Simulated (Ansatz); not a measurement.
Debugging a calculation of Al₃Cu₂

The input below was meant for crystalline Al₃Cu₂, with r2SCAN, plane waves and PAW in Ansatz.

```yaml
crystal:
  lattice:
    - [4.0919516368, 0.0, 0.0]
    - [-2.0459758184, 3.5437340685, 0.0]
    - [0.0, 0.0, 4.9927787]
  atoms:
    - { symbol: Al, position: [0.0, 0.0, 0.0] }
    - { symbol: Al, position: [0.3333333333, 0.6666666667, 0.34992535] }
    - { symbol: Al, position: [0.6666666667, 0.3333333333, 0.65007465] }
    - { symbol: Cu, position: [0.3333333333, 0.6666666667, 0.83951213] }
    - { symbol: Cu, position: [0.6666666667, 0.3333333333, 0.16048787] }
basis:
  ecutwfc: 500
kpoints:
  mp_grid: { grid: [12, 12, 8] }
hamiltonian:
  xc: r2scan
scf:
  occupations: { method: fixed }
output:
  forces: true
  stress: true
  eigenvalues: true
```

Command:

```bash
ansatz run input.yaml --threads 1 --pin off --max-ram 2560MiB --backend cpu --events-out ev --progress --plain --runs-dir out
```

The program printed:

```text
Error: inconsistent input (scf.occupations.method, magnetization): a σ = 0 step fill (method: fixed, or a smearing width below the step floor) cannot realise an odd electron count (47) without a locked total moment — the per-k integer fill puts the same N_el/2 bands in each spin channel …
```

**Question.** Which fault does the input hold?
A. Fixed occupations on a metal
B. A cutoff far under the potentials' need
C. Plain mixing at a large step in a long cell
D. Too few SCF iterations allowed
E. A smearing wider than the gap allows

**Answer.** A. Without a lock, fixed occupations put as many bands into one spin channel as into the other, which a net moment or an odd electron count rules out, and in a metal no fixed count holds at every k-point. The cure is a smearing.

The change to the input:

```diff
 scf:
-  occupations: { method: fixed }
+  occupations: { method: gaussian, width: 0.1 }
```

Result of the mended run: a pressure of 0.50 GPa, a largest force of 0.017 eV/Å, no gap.

The mended run took 80 s on 1 thread of Intel(R) Xeon(R) Processor @ 2.50GHz (Skylake/Cascade Lake) (shared host), peak memory 0.69 GiB.